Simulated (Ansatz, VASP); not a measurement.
## CdS: VASP beside Ansatz

```xyz
2
Lattice="0.0000 2.9100 2.9100 2.9100 0.0000 2.9100 2.9100 2.9100 0.0000" Properties=species:S:1:pos:R:3 pbc="T T T"
Cd    0.0000    0.0000    0.0000
S     4.3650    4.4711    4.4711
```

Change from the starting cell: all S atoms moved -0.150 Å, as atom 2 towards its neighbour atom 2 (S) at 4.115 Å.

Alike in both runs: task single point; functional PBE; k mesh 8 × 8 × 8; occupations gaussian, width 0.05 eV; no spin polarisation.

|  | VASP | Ansatz |
| --- | --- | --- |
| version | VASP 6.6.1 | Ansatz 0.2.0 |
| potentials or method | VASP PAW PBE potentials, release 64 (Cd, S) | scalar-relativistic, plane waves, PAW |
| plane-wave cutoff (eV) | 520 | 420 |
| valence electrons in the cell | 18 | 26 |

```csv
,VASP,Ansatz,Ansatz less VASP
gap on the k mesh at the Fermi level (eV),1.17,1.16,-0.006
least direct gap on the mesh (eV),1.17,1.16,-0.006
pressure (GPa),4.2,3.9,-0.39
largest component of the traceless stress (GPa),2.67,2.57,-0.096
rms of the force components (eV/Å),0.502,0.489,-0.0133
```

Atom by atom the forces differ by 0.013 eV/Å (rms over components). The two sets of potentials don't hold the same shells in valence.
